The BLYP row looks wrong. All six rows describe the same platinum crystal with the same atomic positions, and five of them nearly agree. BLYP puts less charge between the atoms and fewer electronic states at the Fermi energy than any of the others. In a metal there is a good reason to distrust this particular functional, though the reason explains less of the odd row than one might expect.

Platinum (fcc, one-atom cell, same geometry in every row), computed with exciting sodium using all-electron LAPW+lo density functional theory, without spin polarisation or valence spin-orbit coupling. The k mesh is 12 × 12 × 12, with Fermi-Dirac smearing of 0.05 eV. The interstitial charge lies outside a muffin-tin sphere of radius 2.3 bohr.

| functional | dos at fermi (states/eV/cell) | charge interstitial (e) |
| --- | --- | --- |
| LDA | 2.001 | 2.231 |
| PBE | 1.995 | 2.229 |
| PBEsol | 2.015 | 2.240 |
| revPBE | 1.992 | 2.228 |
| RPBE | 1.990 | 2.227 |
| BLYP | 1.943 | 2.182 |

## What happens

The runs were made with exciting, an all-electron program for density functional theory; the word "sodium" above the table is the name of its release, not a material. Each row uses a different density functional, the approximate rule that turns the electron density into exchange and correlation energy. The column "dos at fermi" is the density of states at the Fermi energy: how many electronic states per electronvolt lie where the filled levels end. At low temperature, the bare electronic heat capacity is proportional to it. The column "charge interstitial" counts the electrons outside a sphere drawn around each atom. It depends on the chosen sphere radius, which is the same in every row, so differences between rows are meaningful while the absolute value is a convention.

LDA, PBE, PBEsol, revPBE and RPBE span 0.013 electrons in the interstitial charge. BLYP lies 0.045 electrons below the lowest of them, about three and a half times that span. The missing charge has not left the crystal: compared with RPBE, the sphere in the BLYP run holds 0.045 electrons more. BLYP has drawn a little density inwards, towards the atom.

The density of states gives a weaker signal of the same kind. BLYP lies 0.047 states/eV below RPBE, or 2.4% of the RPBE value, which is nearly twice the span of the other five. This quantity depends on a narrow window of energies, and only one mesh of k points was used, so the small differences among the five deserve no interpretation. The interstitial charge sums over all occupied states and is the safer sign that something has changed.

Two simple explanations can be set aside. The crystal was not relaxed separately for each functional, so a larger or smaller cell is not the cause. Nor is the way the density of states was obtained enough to explain the odd row. The notes supplied with the data caution that for BLYP and RPBE it is a smeared sum on the mesh. That is a general caution from the makers of the data; the runs themselves report no warning. Even taken at face value, it applies equally to RPBE, which stays with the other four, and it does not touch the interstitial charge.

## Why BLYP is suspect in a metal

Consider electrons spread evenly through space, with no atoms to crowd around. This uniform electron gas is the simplest model of a metal, and its correlation energy is known accurately. The five functionals that agree all return the uniform-gas result when the density is even. BLYP does not. Its exchange part has the right limit, but its correlation part, called LYP, misses it.

The reason lies in what LYP was built to describe. It is modelled on the correlation in the helium atom, where two electrons avoid each other in a compact cloud. In a metal, many electrons also move together and screen one another over longer distances. That collective part lowers the energy further, and a formula modelled on a small atom has no proper account of it.

Platinum is not a uniform gas. Its 5d electrons are concentrated near the nuclei, and only the region between the atoms is fairly smooth. That region is therefore the natural place to ask how serious the fault is.

## How large the fault is

The estimate needs the electron density n between the atoms, then the correlation energy per electron, ε, from two formulas. One is LYP for an even density; the other is a standard fit to the uniform gas. None of their constants was adjusted to the platinum results. They are rounded to two figures, so the outcome is good to about one figure.

1. **Density.** The cell has a volume of 102 bohr³ and the sphere, with a radius of 2.3 bohr, takes up half of it. The five agreeing rows put on average 2.23 electrons into the remaining 51 bohr³, so n ≈ 0.044 per bohr³. The sphere that holds one electron at this density has a radius rs ≈ 1.8 bohr.

2. **LYP.** With x = n^(−1/3) ≈ 2.8 bohr,
 ε = −0.049 · [1 + 0.37 exp(−0.25 x)] / (1 + 0.35 x) ≈ −0.029 hartree.

3. **Uniform gas.**
 ε = −0.14 / (1 + 1.1 √rs + 0.33 rs) ≈ −0.046 hartree.

At this density LYP recovers only about six tenths of the correlation energy that a uniform gas should have. More than a third is absent, which is a large fault for a functional applied to a metal.

Electrons respond to a potential, not directly to ε. The correlation potential is v = ε + n dε/dn, the change in total correlation energy when one electron is added. It comes to about −0.035 hartree for LYP and −0.053 hartree for the uniform gas. On this estimate, the local part of LYP makes the region between the atoms too unattractive by roughly 0.5 eV.

## Where the simple explanation stops

It is tempting to finish the argument here: the space between the atoms is too unattractive, so electrons leave it. This is incomplete, because electrons compare one region with another. If the potential rose by the same amount everywhere, all levels would rise together and no charge would move. What matters is whether the fault is larger outside the sphere or inside it.

The same comparison can be made at a higher density, such as occurs closer to the nucleus. At rs = 0.5 bohr, using the high-density form of the uniform-gas fit, the LYP potential is too high by about 0.8 eV. The fault is thus larger in the dense region than in the dilute one. Taken alone, it is expected to push electrons out of the sphere, while the table shows that BLYP pulls them in.

The missed limit is real, but on this estimate its local part points the wrong way to explain the charge shift. If the estimate holds, something else outweighs it. Both halves of BLYP also contain terms that depend on how fast the density varies, and platinum's density varies steeply near the atom. Those terms, together with the readjustment of the electrons to one another, are the likely source, but the six rows do not separate them.

One comparison comes close to a test. Going from PBE to RPBE changes the exchange part and leaves the correlation formula alone, and the interstitial charge falls by only 0.002 electrons in the rounded table. This might suggest that correlation is to blame for the much larger BLYP step. However, BLYP uses a different form of exchange from either of them, so the comparison raises a suspicion against LYP without proving it.

## A shift that looks like evidence

The Fermi energies of the same runs seem at first to support the estimate. From RPBE to BLYP the Fermi energy rises by 0.40 eV, close to the 0.5 eV found above. The core levels warn against that reading. The 5s level, far below the valence bands, rises by 0.41 eV, which looks like a common shift of the whole energy scale. But the 4s level rises by 0.88 eV, and the 1s level falls by 4.4 eV. The levels do not move together, because a change of functional alters the potential by different amounts at different depths in the atom. The Fermi energy alone therefore cannot measure the change between the atoms.

Nor does the size of the shift identify its cause. From LDA to PBE the Fermi energy already rises by 0.31 eV, although both functionals have the correct uniform-gas limit. Shifts of this size occur without the fault in LYP. A raw Fermi energy from a periodic crystal should be compared between functionals only after it has been tied to a common reference, such as the vacuum outside a slab. A core level is a poor choice, since it moves with the functional too.

## The failure that the spread hides

The odd row is easy to see because the other five agree. Their agreement, however, only shows that they share the same answer to the same simplified problem. Every row leaves out spin-orbit coupling for the valence electrons, the interaction between an electron's spin and its motion around the nucleus.

In a light metal this would matter little. In platinum, with its heavy nucleus, the coupling splits and reshapes the 5d bands, and some of those bands lie at the Fermi energy. The splitting is expected to be of the order of 1 eV, whereas the states counted in the density of states lie within a much narrower window, a few times the smearing width of 0.05 eV. The value of about 2 states/eV can therefore change when the coupling is included. By how much, and in which direction, these runs do not show.

The two failures thus leave different traces. A fault in one functional can show up as a row that leaves its group, although the row does not say which part of the functional is to blame. An omission common to all rows can leave the spread small, and has to be found by asking which physics the calculation contains.

## What to do about it

For metallic platinum, choose a functional that keeps the uniform-gas limit. This advice rests on theory: the table holds no measured or higher-level value, so it cannot show which row is closest to nature. Do not average BLYP with the other five, because that mixes a known fault into the result, and nothing in the table suggests that it would cancel another error.

For the density of states, first switch on spin-orbit coupling, then refine the k mesh and reduce the smearing until the value settles. Only then is a difference of one or two percent between functionals worth discussing. Even then, the narrow span of the five agreeing rows is not an error bar: four of them are PBE or revisions of it, and all five can share an error. The rows are also a selection, from which runs that failed or met a known fault of the program were left out, so they do not show how functionals in general would scatter.

To find out which half of BLYP moves the charge, two more runs on the same cell would help. One combines BLYP's exchange with PBE correlation; the other combines PBE exchange with LYP. If the interstitial charge falls towards 2.18 electrons only when LYP is present, correlation is responsible. If it follows the exchange part instead, exchange is responsible. Even in the first case the terms in LYP that depend on how fast the density varies would be the expected source, since the missed uniform-gas limit pulls the other way. That limit remains a reason to avoid BLYP in a metal, whichever half moves the charge.
